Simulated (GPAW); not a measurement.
Set up this calculation in GPAW 26.7.0, as an ASE script.

```
Task                : single point
Functional          : PBE
Potentials or basis : GPAW PAW data sets (gpaw-data 1.2.1)
Cutoff              : 600 eV
Basis               : pw
k mesh              : 12 × 12 × 12
Occupations         : gaussian, width 0.1 eV
Spin                : no spin polarisation
Maxiter             : 150
```

The structure of Pd lies in Pd.xyz:

```xyz
1
Lattice="0.0000000000 1.9465000000 1.9465000000 1.9465000000 0.0000000000 1.9465000000 1.9465000000 1.9465000000 0.0000000000" Properties=species:S:1:pos:R:3 pbc="T T T"
Pd     0.0000000000      0.0000000000      0.0000000000
```

The input as run:

run.py

```python
from ase.dft.bandgap import bandgap
from ase.io import read, write
from ase.units import GPa
from gpaw import GPAW, PW

atoms = read('Pd.xyz')

calc = GPAW(mode=PW(600),
            xc='PBE',
            kpts={'size': (12, 12, 12), 'gamma': True},
            occupations={'name': 'methfessel-paxton', 'order': 0, 'width': 0.1},
            nbands=17,
            convergence={'density': 1e-05, 'energy': 1e-05},
            maxiter=150,
            txt='gpaw.txt')
atoms.calc = calc
energy = atoms.get_potential_energy()
forces = atoms.get_forces()
stress = atoms.get_stress()
calc.write('gs.gpw')
write('result.traj', atoms)
print(f'Energy: {energy:.6f} eV')
print('Forces (eV/A):')
print(forces.round(4))
print('Stress (GPa):', (stress / GPa).round(3))
print('Fermi level:', round(calc.get_fermi_level(), 4), 'eV')
print(f'Gap: {bandgap(calc)[0]:.4f} eV, direct: {bandgap(calc, direct=True)[0]:.4f} eV')
```

Potentials or basis: GPAW PAW data sets (gpaw-data 1.2.1), pw.

Command:

```bash
$ OMP_NUM_THREADS=1 python run.py
```

Results of the run:

* Pressure: 6.9 GPa
* Band gap on the k mesh: none (metal or under the smearing width)

Wall time 11 s on 1 thread of Arm Neoverse V1 (shared host), peak memory 0.14 GiB.
